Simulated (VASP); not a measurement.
Write the native input for VASP 6.6.1 that does the following.

```yaml
Task: band structure
Functional: r2SCAN0
Potentials_or_basis: VASP PAW PBE potentials, release 64 (Te, Be)
Cutoff: 520 eV
k_mesh: 4 × 4 × 4
Occupations: fermi-dirac, width 0.05 eV
Spin: no spin polarisation
Grid_for_exact_exchange_PRECFOCK: Fast
Exchange_at_q_=_0: truncated
Further_INCAR_settings: ALGO = Normal; EDIFF = 1e-06; NBANDS = 11
```

BeTe:

```
Te Be
1.0
     0.00000    2.77000    2.77000
     2.77000    0.00000    2.77000
     2.77000    2.77000    0.00000
Te Be
1 1
Direct
  0.75000 0.75000 0.75000
  0.00000 0.00000 0.00000
```

These files were run (other wordings do the same):

POSCAR

```
BeTe
1.0
    0.0000000000      2.7700000000      2.7700000000
    2.7700000000      0.0000000000      2.7700000000
    2.7700000000      2.7700000000      0.0000000000
Te Be
1 1
Direct
    0.7500000000      0.7500000000      0.7500000000
    0.0000000000      0.0000000000      0.0000000000
```

INCAR.step1

```
SYSTEM = BeTe
PREC = Accurate ; ENCUT = 520
EDIFF = 1E-5 ; ISMEAR = -1
SIGMA = 0.05 ; LREAL = .False.
LASPH = .True. ; NELM = 100
ALGO = Normal ; ISIF = 2
LWAVE = .True. ; LCHARG = .False.
NBANDS = 11 ; GGA = PE
```

INCAR.step2

```
SYSTEM = BeTe
PREC = Accurate ; ENCUT = 520
EDIFF = 1E-6 ; ISMEAR = -1
SIGMA = 0.05 ; LREAL = .False.
LASPH = .True. ; NELM = 100
ALGO = Normal ; ISIF = 2
LWAVE = .False. ; LCHARG = .False.
METAGGA = R2SCAN ; LHFCALC = .True.
AEXX = 0.25 ; LMIXTAU = .True.
PRECFOCK = Fast ; NBANDS = 11
ISTART = 1 ; HFRCUT = -1
```

KPOINTS

```
regular mesh
0
Gamma
  4 4 4
  0 0 0
```

KPOINTS_OPT

```
path GXWKGLUWLK,UX
12
line-mode
reciprocal
 0.0000000000  0.0000000000  0.0000000000  G
 0.5000000000  0.0000000000  0.5000000000  X

 0.5000000000  0.0000000000  0.5000000000  X
 0.5000000000  0.2500000000  0.7500000000  W

 0.5000000000  0.2500000000  0.7500000000  W
 0.3750000000  0.3750000000  0.7500000000  K

 0.3750000000  0.3750000000  0.7500000000  K
 0.0000000000  0.0000000000  0.0000000000  G

 0.0000000000  0.0000000000  0.0000000000  G
 0.5000000000  0.5000000000  0.5000000000  L

 0.5000000000  0.5000000000  0.5000000000  L
 0.6250000000  0.2500000000  0.6250000000  U

 0.6250000000  0.2500000000  0.6250000000  U
 0.5000000000  0.2500000000  0.7500000000  W

 0.5000000000  0.2500000000  0.7500000000  W
 0.5000000000  0.5000000000  0.5000000000  L

 0.5000000000  0.5000000000  0.5000000000  L
 0.3750000000  0.3750000000  0.7500000000  K

 0.6250000000  0.2500000000  0.6250000000  U
 0.5000000000  0.0000000000  0.5000000000  X
```

Potentials or basis: VASP PAW PBE potentials, release 64 (Te, Be).

Command:

```console
$ cat potpaw_PBE.64/Te/POTCAR potpaw_PBE.64/Be/POTCAR > POTCAR
$ cp INCAR.step1 INCAR
$ mpirun -np 1 vasp_std > vasp.out
$ cp INCAR.step2 INCAR
$ mpirun -np 1 vasp_std > vasp.out
```

It gave:

| Property | Result |
| --- | --- |
| Pressure | 3.7 GPa |
| Band gap on the k mesh | 3.41 eV, indirect (least direct gap 5.37 eV) |
| Band gap along the path | 3.41 eV, indirect (least direct gap 5.37 eV) |

Caveat: the k mesh is coarse (spacing up to 0.49 Å⁻¹), so the values aren't converged, least of all with exact exchange; the PAW data sets were made with another functional, which shifts forces and pressure a little; spin-orbit coupling is left out, which moves the levels of the heavy elements.

Run time: 11 min on 1 thread of Intel(R) Xeon(R) Platinum 8488C (Sapphire Rapids), on a shared host, peak memory 0.19 GiB.
